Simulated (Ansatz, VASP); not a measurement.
## Two plane-wave programs on Ca

The input INCAR:

```
ALGO = Fast
EDIFF = 1E-7
ENCUT = 520
GGA = PE
ISIF = 2
ISMEAR = 0
LASPH = T
LCHARG = F
LREAL = F
LWAVE = F
NBANDS = 11
NELM = 100
PREC = Accurate
SIGMA = 0.15
```

The input KPOINTS:

```
k-points
0
Gamma
  16 16 16
```

POSCAR

```
Ca
1.0
   -2.2736000000      2.2736000000      2.2400000000
    2.2736000000     -2.2736000000      2.2400000000
    2.2736000000      2.2736000000     -2.2400000000
Ca
1
Direct
    0.0000000000      0.0000000000      0.0000000000
```

Input for Ansatz:

```yaml
crystal:
  lattice:
    - [-2.2736, 2.2736, 2.24]
    - [2.2736, -2.2736, 2.24]
    - [2.2736, 2.2736, -2.24]
  atoms:
    - { symbol: Ca, position: [0.0, 0.0, 0.0] }
basis:
  ecutwfc: 420
kpoints:
  mp_grid: { grid: [16, 16, 16] }
hamiltonian:
  xc: pbe
scf:
  occupations: { method: gaussian, width: 0.15 }
output:
  forces: true
  stress: true
  eigenvalues: true
```

Change from the starting cell: strain +0.0150 x Voigt [1, 1, 0, 0, 0, 0], atoms carried along.

Alike in both runs: task single point; functional PBE; k mesh 16 × 16 × 16; occupations gaussian, width 0.15 eV; no spin polarisation.

```csv
,VASP,Ansatz
version,VASP 6.6.1,Ansatz 0.2.0
potentials or method,"VASP PAW PBE potentials, release 64 (Ca_sv)","scalar-relativistic, plane waves, PAW"
plane-wave cutoff (eV),520,420
valence electrons in the cell,10,10
```

|  | VASP | Ansatz | Ansatz less VASP |
| --- | --- | --- | --- |
| gap on the k mesh at the Fermi level (eV) | none | none | - |
| pressure (GPa) | -1.4 | -1.4 | -0.01 |

A gap of «none» marks a metal or a gap that the smearing closes. With one functional, cell and mesh, what is left measures potentials, basis and numerics.
